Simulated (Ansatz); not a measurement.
## TiAl2: do energies and stresses tell the same story?

These are results of DFT r2SCAN, scalar-relativistic, plane waves, PAW in Ansatz, not measurements.

Plane waves to 500 eV, a k mesh through Γ of 10×10×10 on the computed 6-atom cell and Gaussian smearing (0.10 eV); no spin polarisation.

Relaxed cell: Cmmm, a = 3.913 Å, b = 12.068 Å, c = 3.993 Å, α = 90.00°, β = 90.00°, γ = 90.00°, 6 atoms in the primitive cell. Whether it is the stable form of this composition wasn't checked.

Energies at zero smearing and pressures from the stress tensor, at volumes with shape and atoms relaxed:
| V (Å³/atom) | E − E(first) (meV/atom) | P (GPa) |
| --- | --- | --- |
| 14.771 | 0.00 | 8.21 |
| 15.242 | -17.49 | 3.80 |
| 15.714 | -22.92 | 0.00 |
| 16.185 | -17.98 | -3.27 |
| 16.657 | -4.10 | -6.08 |

**Question.** Check P = −dE/dV between neighbouring volumes, and get the bulk modulus from the pressures alone.

**Answer.** With 1 eV/Å³ = 160.2 GPa:
```csv
middle V (Å³/atom),−ΔE/ΔV (GPa),mean P (GPa)
15.007,5.943,6.003
15.478,1.848,1.900
15.950,-1.680,-1.634
16.421,-4.717,-4.676
```

The two differ by 0.06 GPa at most. The mean of two end pressures misses the average over a step by about ΔV² P″/12, up to 0.06 GPa here; with that taken off 0.01 GPa remains. Around V = 15.714 Å³/atom, the two neighbours give B = −V ΔP/ΔV = 15.714 × 7.07 / 0.943 = 117.8 GPa, against B0 = 117.3 GPa from the Birch–Murnaghan fit of the energies.